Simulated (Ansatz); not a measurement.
Isomers of C₄H₉N, relaxed with PBE0-D4/def2-TZVP in Ansatz; electronic energies, one conformer each and not always the lowest. Functionals use def2-TZVPP; CBS adds triple-zeta CCSD(T) − MP2 to the MP2 limit of def2-TZVPP and def2-QZVPP.

**Question.** Order them by energy at frozen-core CCSD(T)/CBS, lowest first. (An estimate is asked.)
A. `CC(C)=CN`
B. `CC1CCN1`
C. `CN1CCC1`
D. `NC1CCC1`
E. `C1CCNC1`

**Answer.** E (0.0 kcal/mol), A (2.5 kcal/mol), D (11.5 kcal/mol), B (17.1 kcal/mol), C (22.9 kcal/mol).

**Question.** How do PBE0-D4, B2PLYP, ωB97M-V, r2SCAN-D4 place them (kcal/mol, against `C1CCNC1`)? (Estimate.)

**Answer.** Computed: 
```
    isomer  PBE0-D4  B2PLYP  ωB97M-V  r2SCAN-D4
 `CC1CCN1`     17.0    16.8     16.4       17.1
 `NC1CCC1`     11.5    11.5     11.1       11.7
`CC(C)=CN`      3.3    -0.2      2.8        0.4
 `CN1CCC1`     22.2    21.8     22.1       22.4
```
